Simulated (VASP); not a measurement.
# In₃Se: restarted molecular dynamics, 2 variants

In₃Se, Pm-3m (no. 221), 12 atoms in the cell. PBE, molecular dynamics; PAW potentials In, Se (PBE set).

| Restart from | Temperature at the end (K) | The same without a restart (K) | Potential energy at the end (eV/atom) | The same without a restart (eV/atom) | Electronic steps in the first step after the restart | Time (s) |
|---|---|---|---|---|---|---|
| CONTCAR with velocities, WAVECAR read | 1224.0 | 1224.0 | -2.74035 | -2.74035 | 4 | 280 |
| CONTCAR with velocities, no WAVECAR | 1225.0 | 1224.0 | -2.74035 | -2.74035 | 16 | 261 |

Limits: 180 fs of 12 atoms are too short for converged averages; the cell is only 4.8 Å across, so each atom moves in step with near copies of itself.

## Input of the first row

INCAR.step1:
```
GGA      = PE             # functional
PREC     = Normal         # precision mode
ENCUT    = 210            # plane-wave cutoff, eV
EDIFF    = 1E-6           # SCF threshold, eV
NELMIN   = 4            
NELM     = 60             # most SCF steps
ALGO     = Fast           # electronic algorithm
LREAL    = Auto         
LASPH    = T              # aspherical terms in the spheres
ISMEAR   = -1             # smearing method
SIGMA    = 0.069          # smearing width, eV
ISYM     = 0            
LWAVE    = T              # write WAVECAR
LCHARG   = F              # write CHGCAR
IBRION   = 0              # ionic algorithm
NSW      = 30             # ionic steps
POTIM    = 3.0            # step
TEBEG    = 1600         
ISIF     = 2              # what is computed and relaxed
RANDOM_SEED= 785330 0 0   
MDALGO   = 2            
SMASS    = 0            
KPAR     = 2             
```

INCAR.step2, as INCAR.step1 but for:
```
- LWAVE = T
+ LWAVE = F
```

KPOINTS:
```
k-points
0
Gamma
  3 3 1
```

POSCAR.step1:
```
In3Se
1.0
    4.8037580000      0.0000000000      0.0000000000
    0.0000000000      4.8037580000      0.0000000000
    0.0000000000      0.0000000000     14.4112740000
In Se
9 3
Direct
    0.5000000000      0.5000000000      0.0000000000
    0.5000000000      0.5000000000      0.3333333333
    0.5000000000      0.5000000000      0.6666666667
    0.5000000000      0.0000000000      0.1666666667
    0.5000000000      0.0000000000      0.5000000000
    0.5000000000      0.0000000000      0.8333333333
    0.0000000000      0.5000000000      0.1666666667
    0.0000000000      0.5000000000      0.5000000000
    0.0000000000      0.5000000000      0.8333333333
    0.0000000000      0.0000000000      0.0000000000
    0.0000000000      0.0000000000      0.3333333333
    0.0000000000      0.0000000000      0.6666666667
```

Commands (each step's output is kept before the next begins):
```
cat potpaw_PBE.64/In/POTCAR potpaw_PBE.64/Se/POTCAR > POTCAR
cp INCAR.step1 INCAR
cp POSCAR.step1 POSCAR
mpirun -np 2 vasp_std > vasp.out
cp CONTCAR POSCAR
cp INCAR.step2 INCAR
mpirun -np 2 vasp_std > vasp.out
```

Changes of the last row against the first:
```
(step 1)
- LWAVE = True
+ LWAVE = False
```

VASP 6.6.1 took 280 s on 2 cores (Intel Xeon Platinum 8375C @ 2.90GHz (Ice Lake)), a shared host.
